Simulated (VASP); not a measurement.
# NaH (Fm-3m) in VASP: notebook

Runs on NaH. Level: PBEsol. Tasks: single point.

All numbers are computed with VASP 6.6.1; they aren't measurements. Logs are shortened: lines on timing, memory, paths and dates and some standing lists are left out, and cuts for length are marked.

### Step 1. The undisturbed crystal

It takes space group Fm-3m (No. 225, cubic). Conventional cell: a = 4.791 Å, b = 4.791 Å, c = 4.791 Å, α = 90.00°, β = 90.00°, γ = 90.00°. Na (site symmetry m-3m) has 6 H at 2.40 Å as nearest neighbours. Around H (site symmetry m-3m) lie 6 Na at 2.40 Å.

### Step 2. Single point, PBEsol (strained and moved within a subgroup)

Input file INCAR:

```
ALGO     = Normal         # electronic algorithm
EDIFF    = 1E-6           # SCF threshold, eV
ENCUT    = 520            # plane-wave cutoff, eV
GGA      = PS             # functional
ISIF     = 2              # what is computed and relaxed
ISMEAR   = 0              # smearing method
LASPH    = True           # aspherical terms in the spheres
LCHARG   = False          # write CHGCAR
LREAL    = False          # projectors in reciprocal space
LWAVE    = False          # write WAVECAR
NBANDS   = 11             # bands
NELM     = 100            # most SCF steps
PREC     = Accurate       # precision mode
SIGMA    = 0.02           # smearing width, eV
```

Input file KPOINTS:

```
k-points
0
Gamma
  8 8 8
```

Input file POSCAR:

```
NaH
1.0
    0.0000000000      2.6248300000      2.4052300000
    2.4052300000      0.0000000000      2.4052300000
    2.4052300000      2.6248300000      0.0000000000
Na H
1 1
Direct
   -0.0204918033      0.0204918033     -0.0204918033
    0.5204918033      0.4795081967      0.5204918033
```

Potentials or basis: VASP PAW PBE potentials, release 64 (Na_pv, H).

Started as:

```sh
> cat potpaw_PBE.64/Na_pv/POTCAR potpaw_PBE.64/H/POTCAR > POTCAR
> mpirun -np 1 vasp_std > vasp.out
```

OUTCAR:

```text
EDIFF = 1E-6
   ENCUT = 520
   GGA = PS
   ISIF = 2
   ISMEAR = 0
   LASPH = True
   LREAL = False
   NELM = 100
   PREC = Accurate

 ion  position               nearest neighbor table
   1  0.980  0.020  0.980-
   2  0.520  0.480  0.520-

  LATTYP: Found a body centered tetragonal cell.
 ALAT       =     3.4015088866
 C/A-ratio  =     1.5433327311

  Lattice vectors:

 A1 = (   0.0000000000,  -2.6248300000,   2.4052300000)
 A2 = (   0.0000000000,  -2.6248300000,  -2.4052300000)
 A3 = (   2.4052300000,   2.6248300000,   0.0000000000)

Analysis of symmetry for initial positions (statically):
=====================================================================
 Subroutine PRICEL returns:
 Original cell was already a primitive cell.

 Routine SETGRP: Setting up the symmetry group for a
 body centered tetragonal supercell.

 Subroutine GETGRP returns: Found  8 space group operations
 (whereof  8 operations were pure point group operations)
 out of a pool of 16 trial point group operations.

The static configuration has the point symmetry C_4v.

Analysis of symmetry for dynamics (positions and initial velocities):
=====================================================================
 Subroutine PRICEL returns:
 Original cell was already a primitive cell.

 Routine SETGRP: Setting up the symmetry group for a
 body centered tetragonal supercell.

 Subroutine GETGRP returns: Found  8 space group operations
 (whereof  8 operations were pure point group operations)
 out of a pool of 16 trial point group operations.

The dynamic configuration has the point symmetry C_4v.

 Subroutine INISYM returns: Found  8 space group operations
 (whereof  8 operations are pure point group operations),
 and found     1 'primitive' translations

----------------------------------------------------------------------------------------

                                     Primitive cell

  volume of cell :      30.3700

  direct lattice vectors                    reciprocal lattice vectors
     0.000000000  2.624830000  2.405230000    -0.207880327  0.190488527  0.207880327
     2.405230000  0.000000000  2.405230000     0.207880327 -0.190488527  0.207880327
     2.405230000  2.624830000  0.000000000     0.207880327  0.190488527 -0.207880327

  length of vectors
     3.560177507  3.401508887  3.560177507     0.350306066  0.350306066  0.350306066

  position of ions in fractional coordinates (direct lattice)
     0.979508197  0.020491803  0.979508197
     0.520491803  0.479508197  0.520491803

  ion indices of the primitive-cell ions
   primitive index   ion index
                 1           1
                 2           2

----------------------------------------------------------------------------------------

 KPOINTS: k-points

Automatic generation of k-mesh.
 Grid dimensions read from file:
 generate k-points for:    8    8    8

 Generating k-lattice:

  Cartesian coordinates                     Fractional coordinates (reciprocal lattice)
    -0.025985041  0.023811066  0.025985041     0.125000000  0.000000000  0.000000000
     0.025985041 -0.023811066  0.025985041    -0.000000000  0.125000000 -0.000000000
     0.025985041  0.023811066 -0.025985041     0.000000000  0.000000000  0.125000000

  Length of vectors
     0.043788258  0.043788258  0.043788258

  Shift w.r.t. Gamma in fractional coordinates (k-lattice)
     0.000000000  0.000000000  0.000000000

 Subroutine IBZKPT returns following result:
 ===========================================

 Found     59 irreducible k-points:

 Following reciprocal coordinates:
            Coordinates               Weight
  0.000000  0.000000  0.000000      1.000000
  0.125000  0.000000 -0.000000      8.000000
  0.250000  0.000000 -0.000000      8.000000
  0.375000  0.000000  0.000000      8.000000
  0.500000  0.000000 -0.000000      4.000000
  0.125000  0.125000  0.000000      4.000000
[... 16 lines left out ...]
  0.250000  0.000000  0.125000      8.000000
  0.375000  0.000000  0.125000      8.000000
 [... further k-points ...]
   k-points           NKPTS =     59   k-points in BZ     NKDIM =     59   number of bands    NBANDS=     11
   number of dos      NEDOS =    301   number of ions     NIONS =      2
   total plane-waves  NPLWV =  21952
   dimension x,y,z NGX =    28 NGY =   28 NGZ =   28
   dimension x,y,z NGXF=    56 NGYF=   56 NGZF=   56
   ions per type =               1   1
   NGX,Y,Z   is equivalent  to a cutoff of  13.07, 13.68, 13.07 a.u.
   NGXF,Y,Z  is equivalent  to a cutoff of  26.15, 27.37, 26.15 a.u.
 SYSTEM =  unknown system
   PREC   = accura    normal or accurate (medium, high low for compatibility)
   ISTART =      0    job   : 0-new  1-cont  2-samecut
   ICHARG =      2    charge: 1-file 2-atom 10-const
   ISPIN  =      1    spin polarized calculation?
   LNONCOLLINEAR =      F non collinear calculations
   LSORBIT =      F    spin-orbit coupling
   LASPH  =      T    aspherical Exc in radial PAW
   ENCUT  =  520.0 eV  38.22 Ry    6.18 a.u.   6.62  6.32  6.62*2*pi/ulx,y,z
   NELM   =    100;   NELMIN=  2; NELMDL= -5     # of ELM steps
   EDIFF  = 0.1E-05   stopping-criterion for ELM
   LREAL  =      F    real-space projection
   EDIFFG = 0.1E-04   stopping-criterion for IOM
   NSW    =      0    number of steps for IOM
   IBRION =     -1    ionic relax: 0-MD 1-quasi-New 2-CG
   NFREE  =      0    steps in history (QN), initial steepest desc. (CG)
   ISIF   =      2    stress and relaxation
   ISYM   =      2    0-nonsym 1-usesym 2-fastsym
   POTIM  = 0.5000    time-step for ionic-motion
   TEBEG  =    0.0;   TEEND  =   0.0 temperature during run
   PSTRESS=    0.0 pullay stress
   NELECT =       8.0000    total number of electrons
   NUPDOWN=      -1.0000    fix difference up-down
   EMIN   =  10.00;   EMAX   =-10.00  energy-range for DOS
   EFERMI =   0.00;   METHOD = LEGACY
   ISMEAR =     0;   SIGMA  =   0.02  broadening in eV -4-tet -1-fermi 0-gaus
   EFERMI_NEDOS =   21; number of points for ismear=-14 and -15
   IALGO  =     38    algorithm
   IMIX   =      4    mixing-type and parameters
     AMIX     =   0.40;   BMIX     =  1.00
     AMIX_MAG =   1.60;   BMIX_MAG =  1.00
  volume/ion in A,a.u.               =      15.18       102.47
  Fermi-wavevector in a.u.,A,eV,Ry     =   1.049438  1.983150 14.984363  1.101320
  Thomas-Fermi vector in A             =   2.184400
   LORBIT       =      0    0 simple, 1 ext, 2 COOP (PROOUT), +10 PAW based schemes
   GGA     = PS    functional components
   LHFCALC =     F    Hartree Fock is set to
   AEXX    =    0.0000 exact exchange contribution
   IVDW    =     0    specifies the selected vdW correction
   LEPSILON=     F    determine dielectric tensor
   LRPA    =     F    only Hartree local field effects (RPA)
 non-spin polarized calculation
 Gauss-broadening in eV      SIGMA  =   0.02
  energy-cutoff  :      520.00
  volume of cell :       30.37
 maximum number of plane-waves:       836
 NGX is ok and might be reduce to    28
   NGX = 13   NGY = 13   NGZ = 13

 number of electron       8.0000003 magnetization

 Free energy of the ion-electron system (eV)
  ---------------------------------------------------
  ext. energy  EPLUGINS =         0.00000000
  ---------------------------------------------------
  free energy    TOTEN  =        -5.05320250 eV

  energy without entropy =       -5.05320250  energy(sigma->0) =       -5.05320250

 E-fermi :  -1.1071     XC(G=0):  -7.6292

 val. band max:       -1.2320790872   @ k =  -0.2500   0.5000   0.2500
 cond. band min:       2.1551832496   @ k =   0.5000   0.0000  -0.0000
 fundamental gap:      3.3872623369
 Fermi energy:        -1.1070702444

 k-point     1 :       0.0000    0.0000    0.0000
  band No.  band energies     occupation
      1     -23.4426      2.00000
      2     -23.4191      2.00000
      3     -23.4191      2.00000
      4      -4.8287      2.00000
      5       8.3294      0.00000
      6      13.3363      0.00000
      7      13.6022      0.00000
      8      13.6022      0.00000
      9      14.3545      0.00000
     10      14.5552      0.00000
     11      14.5552      0.00000

 k-point     2 :       0.1250    0.0000   -0.0000
  band No.  band energies     occupation
      1     -23.4474      2.00000
      2     -23.4276      2.00000
      3     -23.4198      2.00000
      4      -4.5724      2.00000
      5       7.5371      0.00000
      6      11.0464      0.00000
      7      12.5790      0.00000
      8      13.0187      0.00000
      9      15.0497      0.00000
     10      15.3896      0.00000
     11      15.4547      0.00000

 k-point     3 :       0.2500    0.0000   -0.0000
  band No.  band energies     occupation
      1     -23.4670      2.00000
      2     -23.4399      2.00000
      3     -23.4215      2.00000
      4      -3.8425      2.00000
      5       5.4322      0.00000
      6       9.5248      0.00000
      7      11.6588      0.00000
      8      12.4659      0.00000
      9      14.4471      0.00000
     10      16.0101      0.00000
     11      16.5233      0.00000

 k-point     4 :       0.3750    0.0000    0.0000
  band No.  band energies     occupation
      1     -23.4919      2.00000
      2     -23.4465      2.00000
      3     -23.4231      2.00000
      4      -2.8148      2.00000
      5       3.2235      0.00000
      6       8.8869      0.00000
      7      11.0889      0.00000
      8      12.1951      0.00000
      9      13.7937      0.00000
     10      15.2377      0.00000
     11      16.8234      0.00000
[... 239 lines left out ...]
 k-point    22 :       0.1250    0.0000    0.1250
  band No.  band energies     occupation
      1     -23.4524      2.00000
      2     -23.4219      2.00000
      3     -23.4219      2.00000
      4      -4.5290      2.00000
      5       7.3484      0.00000
      6      11.7317      0.00000
      7      11.9849      0.00000
      8      11.9849      0.00000
      9      14.2710      0.00000
     10      15.8808      0.00000
     11      16.8104      0.00000

 k-point    23 :       0.2500    0.0000    0.1250
  band No.  band energies     occupation
      1     -23.4659      2.00000
      2     -23.4304      2.00000
      3     -23.4245      2.00000
      4      -3.9963      2.00000
      5       6.0122      0.00000
      6       9.2974      0.00000
      7      11.3503      0.00000
      8      12.5926      0.00000
      9      13.7467      0.00000
     10      15.7221      0.00000
     11      17.8773      0.00000

 k-point    24 :       0.3750    0.0000    0.1250
  band No.  band energies     occupation
      1     -23.4845      2.00000
      2     -23.4433      2.00000
      3     -23.4262      2.00000
      4      -3.0788      2.00000
      5       4.0819      0.00000
      6       7.8407      0.00000
      7      11.1394      0.00000
      8      11.9574      0.00000
      9      13.8670      0.00000
     10      17.2083      0.00000
     11      17.2182      0.00000

 [... further k-points ...]

------------------------ aborting loop because EDIFF is reached ----------------------------------------

  FORCE on cell =-STRESS in cart. coord.  units (eV):
  Direction    XX          YY          ZZ          XY          YZ          ZX
  --------------------------------------------------------------------------------------
  -------------------------------------------------------------------------------------
  Total       -0.2417318     -0.4345998     -0.2417318     -0.0000000     -0.0000000      0.0000000
  in kB      -12.7526349    -22.9274478    -12.7526349     -0.0000000     -0.0000000      0.0000000
  external PRESSURE =     -16.1442392 kB  Pullay stress =       0.0000000 kB

 VOLUME and BASIS-vectors are now :
 -----------------------------------------------------------------------------
  energy-cutoff  :      520.00
  volume of cell :       30.37
      direct lattice vectors                 reciprocal lattice vectors
     0.000000000  2.624830000  2.405230000    -0.207880327  0.190488527  0.207880327
     2.405230000  0.000000000  2.405230000     0.207880327 -0.190488527  0.207880327
     2.405230000  2.624830000  0.000000000     0.207880327  0.190488527 -0.207880327

 POSITION                                       TOTAL-FORCE (eV/Angst)
 -----------------------------------------------------------------------------------
      2.40523      5.14208      2.40523         0.000000      0.051560      0.000000
      2.40523      2.73241      2.40523         0.000000     -0.051560      0.000000
 -----------------------------------------------------------------------------------
    total drift:                               -0.000000      0.000332     -0.000000

  FREE ENERGIE OF THE ION-ELECTRON SYSTEM (eV)
  ---------------------------------------------------
  free  energy   TOTEN  =        -5.0532024970 eV

  energy  without entropy=       -5.0532024970  energy(sigma->0) =       -5.05320250
```

Wall time 8.9 s (1 thread of Intel Xeon 6975P-C (Granite Rapids), shared host); peak memory 0.15 GiB.

What came out:

| Item | Value |
| --- | --- |
| Free energy | -5.0532 eV |
| Pressure | -1.6 GPa |
| Largest force | 0.052 eV/Å |
| Band gap on the k mesh | 3.39 eV, indirect (least direct gap 4.22 eV) |

Forces in eV/Å, atoms in the order of the input:
```
Na   0.000  0.052  0.000
H    0.000 -0.052  0.000
```

Stress tensor (GPa, compression positive):
```
-1.28  0.00  0.00
 0.00 -2.29  0.00
 0.00  0.00 -1.28
```

Caveat: the PAW data sets were made with another functional, which shifts forces and pressure a little. A k mesh can miss the band edges.

### Step 3. Single point, PBEsol (strained and moved within the space group)

Input file INCAR:

```
PREC = Accurate ; ENCUT = 520
EDIFF = 1E-6 ; ISMEAR = 0
SIGMA = 0.02 ; LREAL = F
LASPH = T ; NELM = 100
ALGO = Fast ; ISIF = 2
LWAVE = F ; LCHARG = T
GGA = PS ; LELF = T
LVHAR = T ; NBANDS = 11
```

Input file KPOINTS:

```
Automatic mesh
0
Gamma
  8 8 8
```

Input file POSCAR:

```
NaH
1.0
    0.0000000000      2.3845144000      2.3845144000
    2.3845144000      0.0000000000      2.3845144000
    2.3845144000      2.3845144000      0.0000000000
Na H
1 1
Direct
    0.0000000000      0.0000000000      0.0000000000
    0.5000000000      0.5000000000      0.5000000000
```

Potentials or basis: VASP PAW PBE potentials, release 64 (Na_pv, H).

Started as:

```sh
> cat potpaw_PBE.64/Na_pv/POTCAR potpaw_PBE.64/H/POTCAR > POTCAR
> mpirun -np 1 vasp_std > vasp.out
```

It took 6.4 s on 1 thread of Intel Xeon 6975P-C (Granite Rapids), shared host; peak memory 0.14 GiB.

It converged, with:

```yaml
Free_energy: -5.0853 eV
Pressure: 0.3 GPa
Band_gap_on_the_k_mesh: 3.63 eV, indirect (least direct gap 4.54 eV)
```

Levels at points of the mesh, in eV from the valence-band top:
```csv
k point,band 1,band 2,band 3,band 4,band 5,band 6,band 7,band 8,band 9
"(0.00, 0.00, 0.00)",-21.93,-21.93,-21.93,-3.84,10.77,15.69,15.69,15.69,16.74
"(0.50, 0.00, 0.00)",-22.04,-21.95,-21.95,-0.92,3.63,10.90,13.47,13.47,16.62
"(0.50, 0.50, 0.00)",-22.03,-21.97,-21.97,-0.19,4.49,9.92,10.74,10.74,12.11
```

Caveat: the PAW data sets were made with another functional, which shifts forces and pressure a little.
